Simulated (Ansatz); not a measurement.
AlP: holes, doping and thermopower

Plane-wave DFT in Ansatz, PBE, scalar-relativistic PAW potentials, cutoff 420 eV, no spin-orbit coupling; no spin polarisation. AlP in space group F-43m. Boltzmann transport at 300 K in rigid bands with one relaxation time, bands interpolated from the k mesh 8×8×8; values are means over x, y, z.

| holes (cm⁻³) | size of S (μV/K) | σ/τ (Ω⁻¹ m⁻¹ s⁻¹) |
| --- | --- | --- |
| 10^18 | 604.3 | 4.54e+16 |
| 10^19 | ? | 4.54e+17 |
| 10^20 | 214.4 | 4.5e+18 |
| 10^21 | 65.7 | 4.24e+19 |

**Question.** Take the lowest doping as non-degenerate: get the effective density of states and the masses, and predict the missing S.

**Answer.** For parabolic bands and one τ, |S| = (k_B/e)(5/2 − η) with k_B/e = 86.17 μV/K and n = N e^η. The first row gives η = -4.51, N = 9.12×10¹⁹ cm⁻³ and, from N = 2.509×10¹⁹ cm⁻³ × m_d^(3/2), a density-of-states mass of 2.36 mₑ (all valleys and bands together). σ/τ = ne²/m_c gives a conductivity mass of 0.62 mₑ; m_d is 3.8 times m_c, the sign of several valleys, several bands or anisotropy. A decade of doping costs (k_B/e) ln 10 = 198.4 μV/K, which predicts 406 μV/K; the run gave 406.5. There η is about -2.2, where Fermi statistics begin to count, but their first corrections to η and to the mean carrier energy nearly cancel, so the rule still holds. At 10^21 cm⁻³ the rule would give 9 μV/K against 65.7: the gas is degenerate there. Scattering that depends on energy changes the 5/2, and whether such doping can be reached wasn't computed.

Cost: about 0.83 core-minutes for the runs cited, on AMD EPYC 9R45 (Zen 5) (shared hosts).

The thermopower falls at every step of doping because the Fermi level moves towards and then into the valence band, so each hole carries less energy relative to it. The gap between the two masses has a specific origin here. The valence-band top of AlP lies at the zone centre, so several valleys are ruled out for holes. What remains is the degenerate set of bands built mainly from phosphorus p orbitals, whose directional overlap makes them warped and unequal in mass. The heavy sheets supply most of the states, while the light directions carry a disproportionate share of the current.

σ/τ rises almost in proportion to the hole density but falls slightly short at the highest doping. Degeneracy alone wouldn't cause this in parabolic bands, so it suggests that the bands flatten away from their top. Spin-orbit coupling would split off one band from the edge, probably lowering the density-of-states mass and, at fixed hole density, the thermopower somewhat.
